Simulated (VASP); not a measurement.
A run of VASP 6.6.1 is set up as follows.

Contents of INCAR:

```
SYSTEM = GaN
  ALGO = Fast
  EDIFF = 1E-6
  EDIFFG = -0.01
  ENCUT = 600
  IBRION = 2
  ISIF = 3
  ISMEAR = -1
  LASPH = .TRUE.
  LCHARG = .FALSE.
  LREAL = .FALSE.
  LWAVE = .FALSE.
  NELM = 80
  NSW = 60
  PREC = Accurate
  SIGMA = 0.05
```

Contents of KPOINTS:

```
k-points
0
G
  12 12 7
  0 0 0
```

File POSCAR:

```
GaN
1.0
    3.1800000000      0.0000000000      0.0000000000
   -1.5900000000      2.7539607840      0.0000000000
    0.0000000000      0.0000000000      5.1660000000
Ga N
2 2
Direct
    0.3333333333      0.6666666667      0.0000000000
    0.6666666667      0.3333333333      0.5000000000
    0.3333333333      0.6666666667      0.3750000000
    0.6666666667      0.3333333333      0.8750000000
```

Potentials or basis: VASP PAW LDA potentials, release 64 (Ga_d, N).

The run is started by

```sh
$ cat potpaw_LDA.64/Ga_d/POTCAR potpaw_LDA.64/N/POTCAR > POTCAR
$ mpirun -np 1 vasp_std > vasp.out
```

**Question.** What does it give for the relaxed volume?

**Answer.** 11.11 Å³/atom.

**Question.** Estimate the relaxed cell.

**Answer.** a = 3.157 Å, b = 3.157 Å, c = 5.148 Å, α = 90.00°, β = 90.00°, γ = 120.00°.

**Question.** Predict the space group after relaxing (to 0.05 Å).

**Answer.** P6_3mc (No. 186).

**Question.** Estimate the band gap on the k mesh.

**Answer.** 2.11 eV, direct.

The path:
```tsv
step	energy change (eV)	largest force (eV/Å)	pressure (GPa)	volume (Å³)
1	0.0000	0.1280	-3.61	45.24
2	0.0006	0.1174	4.01	43.59
3	-0.0108	0.0145	-0.01	44.42
4	-0.0108	0.0085	0.26	44.40
5	-0.0108	0.0012	-0.32	44.51
6	-0.0109	0.0095	-0.06	44.43
```

Expect the measured gap to be larger: semilocal functionals such as LDA lack the derivative discontinuity. Zero-point motion and thermal expansion aren't in these numbers.
